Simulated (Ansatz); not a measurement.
CsSnBr3:

```
Cs Sn Br
1.0
     5.83901    0.00000    0.00000
     0.00000    5.83901    0.00000
     0.00000    0.00000    5.83901
Cs Sn Br
1 1 3
Cartesian
  0.0000 0.0000 0.0000
  2.9195 2.9195 2.9195
  0.0000 2.9195 2.9195
  2.9195 2.9195 0.0000
  2.9195 0.0000 2.9195
```

The cell is a database's computed one.

Base run:

```yaml
Program: Ansatz 0.2.0
Functional: r2SCAN
Potentials_or_basis: Ansatz PAW
Cutoff: "500 eV (not typed: the program's choice for these potentials)"
k_mesh: 5 × 5 × 5
Occupations: fermi-dirac, width 0.05 eV
Spin: no spin polarisation
```

Its results: pressure -0.2 GPa.

Q: The run is repeated on the same cell with these changes: functional from r2SCAN to LDA; cutoff from 500 eV (not typed: the program's choice for these potentials) to 420 eV (not typed: the program's choice for these potentials). What comes out?

A: Pressure -2.0 GPa.

Caveats: the PAW data sets come from PBE, with cores solved anew for the run's functional, which leaves a small shift of forces and pressure.
